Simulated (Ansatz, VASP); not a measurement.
# LiF: VASP beside Ansatz

```
Li F
1.0
     0.00000    2.01400    2.01400
     2.01400    0.00000    2.01400
     2.01400    2.01400    0.00000
Li F
1 1
Direct
  0.00000 0.00000 0.00000
  0.50000 0.50000 0.50000
```

Alike in both runs: task single point; functional LDA; k mesh 10 × 10 × 10; occupations fermi-dirac, width 0.03 eV; no spin polarisation.

|  | VASP | Ansatz |
| --- | --- | --- |
| version | VASP 6.6.1 | Ansatz 0.2.0 |
| potentials or method | VASP PAW LDA potentials, release 64 (Li_sv, F), cutoff 520 eV | all-electron LAPW, scalar-relativistic |

Ansatz gave:

* gap on the k mesh at the Fermi level (eV): 8.82

What did VASP give for the same quantities?

gap on the k mesh at the Fermi level (eV): 8.83.

Ansatz ran all-electron here, so the differences hold the error of VASP's frozen core and of both bases.

 As with any semilocal functional, this LDA gap is likely too small. A k mesh can miss the band edges.
